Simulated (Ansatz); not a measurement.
HfO2: field gradients at two levels of theory

Cell: an entry of the Crystallography Open Database (COD), its atoms then relaxed with PBE in this cell.

Space group Pbca (No. 61); a = 5.0598, b = 10.0172, c = 5.2276 Å.

| site | Wyckoff | site symmetry | x | y | z |
| --- | --- | --- | --- | --- | --- |
| Hf | 8c | 1 | 0.7451 | 0.8845 | 0.9649 |
| O9 | 8c | 1 | 0.8705 | 0.7907 | 0.6240 |
| O17 | 8c | 1 | 0.5029 | 0.9764 | 0.2617 |

One atom of each set is listed.

First run. The numbers come from a DFT calculation in Ansatz (PBE, plane waves and PAW, scalar-relativistic, 420 eV cutoff, Γ-centred 5×3×5 k-points, Fermi–Dirac smearing 0.02 eV).

| site | V_zz (10²¹ V/m²) | η |
| --- | --- | --- |
| Hf | 11.47 | 0.25 |
| O9 | -2.85 | 0.49 |
| O17 | -1.49 | 0.69 |

Second run. The same atoms and settings, except that the functional is LDA.

**Question.** Given the first result, estimate the second.

**Answer.** 

```
site   V_zz     η  change of V_zz
  Hf  11.55  0.24           +0.08
  O9  -2.68  0.58           +0.17
 O17  -1.49  0.69            0.00
```

The largest change of V_zz is on O9, from -2.85 to -2.68. In per cent, |V_zz| changes by +1 on Hf, -6 to 0 on O (all sites that start above 0.5).

Without spin–orbit coupling the gradients at and beside Hf can be off by some per cent, at some sites by more.
For the first run: At this cell the PBE pressure is 6 GPa, so with PBE the cell would grow if it were relaxed.
For the second run: At this cell the LDA pressure is -9 GPa, so with LDA the cell would shrink if it were relaxed.
